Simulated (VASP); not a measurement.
Runs of VASP 6.6.1 on MoS2. It takes space group P6_3/mmc (No. 194, hexagonal). Conventional cell: a = 3.169 Å, b = 3.169 Å, c = 12.324 Å, α = 90.00°, β = 90.00°, γ = 120.00°. Around Mo (site symmetry -6m2) lie 6 S at 2.41 Å. S (site symmetry 3m) has 3 Mo at 2.41 Å as nearest neighbours. 

```csv
task,level,potentials or basis,spin,cell,k mesh,cutoff (eV),smearing,ladder,GW scheme,GW iterations,cutoff of the response function,frequency points,mesh quality,gap on the mesh (eV),pressure (GPa),largest force (eV/Å)
band structure,PBE,"VASP PAW PBE potentials, release 64 (Mo_sv, S)",off,as given,10 × 10 × 3,520,fermi-dirac 0.05 eV,-,-,-,-,-,not flagged,(c),1.8,0.08
band structure,TB-mBJ,"VASP PAW PBE potentials, release 64 (Mo_sv, S)",off,as given,10 × 10 × 4,520,gaussian 0.02 eV,gaps,-,-,-,-,not flagged,1.18,-,-
relaxation of cell and atoms,LDA,"VASP PAW LDA potentials, release 64 (Mo_sv, S)",off,relaxed,10 × 10 × 3,600,fermi-dirac 0.05 eV,-,-,-,-,-,not flagged,(a),0.0,-
band structure,r2SCAN,"VASP PAW PBE potentials, release 64 (Mo_sv, S)",off,as given,10 × 10 × 4,520,gaussian 0.02 eV,gaps,-,-,-,-,not flagged,1.04,(b),0.24
```

Question: Estimate the missing entries.

Answer: (a) 0.77; (b) 0.8; (c) 0.94.

Caveats: the PAW data sets were made with another functional, which shifts forces and pressure a little (some runs); this functional lacks dispersion, which binds the layers, so the pressure and a relaxed spacing across them are unreliable (some runs); an odd mesh through Γ misses points on the zone boundary, where band edges often lie (some runs).

A k mesh can miss the band edges, and the runs leave out spin-orbit coupling on Mo.

Not every run made on this cell is shown here.
